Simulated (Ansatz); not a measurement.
Crystal: Cu.

```
CELL_PARAMETERS angstrom
1.21846 -3.97638 0.00000
1.21846 3.97638 0.00000
0.00000 0.00000 2.47550
ATOMIC_POSITIONS crystal
Cu 0.86613 0.13387 0.75000
Cu 0.13387 0.86613 0.25000
```

This isn't the form of Cu at room conditions, which is fcc.

* Program: Ansatz 0.2.0
* Task: relaxation of cell and atoms
* Functional: LDA
* Potentials or basis: Ansatz PAW
* Cutoff: 420 eV (not typed: the program's choice for these potentials)
* k mesh: 11 × 11 × 11
* Occupations: fermi-dirac, width 0.05 eV
* Spin: no spin polarisation

At the start: volume 11.99 Å³/atom.

**Question.** Where does the relaxation end?

**Answer.** It ends after 5 steps and the volume is 11.41 Å³/atom (-4.9 %); space group Cmcm (No. 63, to 0.05 Å).

Step by step:
```csv
step,energy change (eV),largest force (eV/Å),volume (Å³)
1,0.0000,0.0424,23.99
2,-0.0220,0.0188,23.40
3,-0.0299,0.0010,22.76
4,-0.0300,0.0002,22.82
5,-0.0292,0.0001,22.82
```

Final structure:
```
Cu
1.0
     1.19970   -3.89440    0.00000
     1.19970    3.89440    0.00000
     0.00000    0.00000    2.44258
Cu
2
Direct
  0.86622 0.13378 0.75000
  0.13378 0.86622 0.25000
```

Caveat: the plane-wave basis is chosen anew once the cell has moved, so the energies of steps on either side of that aren't comparable; the PAW data sets come from PBE, with cores solved anew for the run's functional, which leaves a small shift of forces and pressure.
